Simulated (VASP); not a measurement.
Wanted: the native input for a VASP 6.6.1 run.

```
Task                   : single point
Functional             : PBEsol
Potentials or basis    : VASP PAW PBE potentials, release 64 (Hg, Te)
Cutoff                 : 520 eV
k mesh                 : 7 × 7 × 7
Occupations            : fermi-dirac, width 0.05 eV
Spin                   : no spin polarisation
Dipole correction      : no
Further INCAR settings : ALGO = Normal; EDIFF = 1e-07; NBANDS = 16
```

The structure of HgTe lies in POSCAR:

```
HgTe
1.0
   -3.0456000000      3.0456000000      1.5594100000
    3.0456000000     -3.0456000000      1.5594100000
    3.0456000000      3.0456000000     -1.5594100000
Hg Te
1 1
Direct
    0.2500000000      0.7500000000      0.5000000000
    0.0000000000      0.0000000000      0.0000000000
```

Measurements of this composition are mostly on another form, of space group No. 216.

One way to write it, as run:

INCAR

```
PREC = Accurate ; ENCUT = 520
EDIFF = 1E-7 ; ISMEAR = -1
SIGMA = 0.05 ; LREAL = F
LASPH = T ; NELM = 100
ALGO = Normal ; ISIF = 2
LWAVE = F ; LCHARG = F
GGA = PS ; NBANDS = 16
```

KPOINTS

```
regular mesh
0
Gamma
  7 7 7
```

Potentials or basis: VASP PAW PBE potentials, release 64 (Hg, Te).

Command:

```sh
$ cat potpaw_PBE.64/Hg/POTCAR potpaw_PBE.64/Te/POTCAR > POTCAR
$ mpirun -np 1 vasp_std > vasp.out
```

Results of the run:

```
Pressure               : -3.4 GPa
Band gap on the k mesh : none (metal or under the smearing width)
```

Caveat: the PAW data sets were made with another functional, which shifts forces and pressure a little.

It took 25 s on 1 thread of Intel(R) Xeon(R) Platinum 8559C (Emerald Rapids), on a shared host, peak memory 0.22 GiB.
